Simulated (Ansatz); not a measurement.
Antifluorite Na₂S, relaxed with r2SCAN in the PAW code Ansatz: the symmetry is Fm-3m (No. 225, cubic); conventional cell a = 6.511 Å, 23.00 Å³ an atom. Around S lie 8 Na at 2.82 Å; around Na lie 4 S at 2.82 Å. The primitive cell holds 3 atoms in 69.00 Å³. No spin polarisation and no zero-point or thermal motion.

Computed values: HSE06 (6×6×6) gives a least gap of 3.53 eV, direct. In PBE's bands the lowest conduction level rises by 0.118 eV from Γ to the point 0.0965 1/Å along Γ–X; the direct gap at Γ is 2.53 eV. r2SCAN's ε∞ is 3.20.

Question: What is the density?

Answer: The cell holds 1 S, 2 Na: M = 1×32.060 + 2×22.990 = 78.04 u in V = 69.00 Å³. ρ = 1.66054 × M/V = 1.66054 × 78.04/69.00 = 1.878 g/cm³, for the static r2SCAN lattice.

Question: At what wavelength does absorption set in by HSE06, excitons left aside?

Answer: λ = 1239.84 eV nm/E: 351 nm for the least gap. That lies in the ultraviolet, so by this gap the crystal is transparent to visible light.

Question: Estimate the electron mass at Γ from the rise of PBE's conduction level.

Answer: A parabola gives m*/mₑ = (ħ²/2mₑ) k²/ΔE = 3.810 × 0.0965²/0.118 = 0.301. The band flattens away from Γ; with E(1 + E/E_g) = ħ²k²/2m* the mass at the edge is 0.301/(1 + 0.118/2.53) = 0.287 (1/E_g is only a rough value for the bending). It is PBE's mass, and a gap that is too small makes it too light.

Question: What refractive index and reflectivity at normal incidence follow, below the gap and above the phonons?

Answer: n = √3.20 = 1.789; R = ((n − 1)/(n + 1))² = (0.789/2.789)² = 8.0 % a face.
